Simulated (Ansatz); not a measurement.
Crystal: Pd.

```
Pd
1.0
    -1.57228    1.57228    1.57228
     1.57228   -1.57228    1.57228
     1.57228    1.57228   -1.57228
Pd
1
Direct
  0.00000 0.00000 0.00000
```

This isn't the form of Pd at room conditions, which is fcc.

| Property | Result |
| --- | --- |
| Program | Ansatz 0.2.0 |
| Task | relaxation of cell and atoms |
| Functional | revPBE |
| Dispersion | D3(BJ) |
| Potentials or basis | Ansatz PAW |
| Cutoff | 420 eV (not typed: the program's choice for these potentials) |
| k mesh | 12 × 12 × 12 |
| Occupations | fermi-dirac, width 0.05 eV |
| Spin | no spin polarisation |

At the start: volume 15.55 Å³/atom.

Problem. How do energy, volume and symmetry change on relaxing?

Solution. It ends after 5 steps and the volume is 14.54 Å³/atom (-6.5 %); space group Im-3m (No. 229, to 0.05 Å).

Step by step:
```tsv
step	energy change (eV)	largest force (eV/Å)	volume (Å³)
1	0.0000	0.0000	15.55
2	-0.0097	0.0000	13.77
3	-0.0368	0.0000	14.66
4	-0.0374	0.0000	14.54
5	-0.0368	0.0000	14.54
```

Final structure:
```xyz
1
Lattice="-1.5376 1.5376 1.5376 1.5376 -1.5376 1.5376 1.5376 1.5376 -1.5376" Properties=species:S:1:pos:R:3 pbc="T T T"
Pd    0.0000    0.0000    0.0000
```

Caveat: the plane-wave basis is chosen anew once the cell has moved, so the energies of steps on either side of that aren't comparable; pairwise dispersion overbinds metals, which lowers pressure and volume; the PAW data sets come from PBE, with cores solved anew for the run's functional, which leaves a small shift of forces and pressure.
